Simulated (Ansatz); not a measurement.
Sc2Al: a fit and a missing row

Sc2Al, P6_3/mmc, a = 4.851 Å, c = 6.085 Å. The structure is a Materials Project entry; whether it is the stable form wasn't checked. Ansatz: PBEsol, PAW, 420 eV, Γ-centred 12×12×6 mesh on 6 atoms, Gaussian smearing 0.10 eV; no spin polarisation. Shape and atoms are relaxed at each volume; pressure is positive in compression.

| V (Å³/atom) | P (GPa) |
| --- | --- |
| 18.189 | 11.85 |
| 18.809 | 8.23 |
| 19.429 | 5.10 |
| 20.049 | 2.37 |
| 20.669 | -0.01 |
| 21.289 | -2.07 |
| 21.909 | ? |
| 22.736 | -5.90 |

**Question.** Take V0 = 20.669 Å³/atom, count pressures from its P0 = -0.01 GPa, fit the third-order Birch–Murnaghan form to the other rows, and predict the missing pressure.

**Answer.** With the Eulerian strain f = ½[(V0/V)^(2/3) − 1] and y = (P − P0)/[3f(1 + 2f)^(5/2)], the form is the line y = B0 + 1.5 B0 (B0′ − 4) f. Rows (f, y): 0.04447, 71.8; 0.03244, 72.4; 0.02105, 73.0; 0.01026, 73.5; -0.00976, 73.9; -0.03078, 74.8. Means f = 0.01128, y = 73.233; Σ(Δf)² = 0.003858, ΣΔfΔy = -0.1477; the slope is their ratio. y = 73.67 − 38.28 f GPa, so B0 = 73.7 GPa and B0′ = 4 + 2 × (-38.28)/(3 × 73.67) = 3.65. At V = 21.909, f = -0.01905, y = 74.40 and P = -3.87 GPa. The run gave -3.88 GPa, so the fit is 0.01 GPa too high, within the rms miss on the fitted rows (0.01 GPa).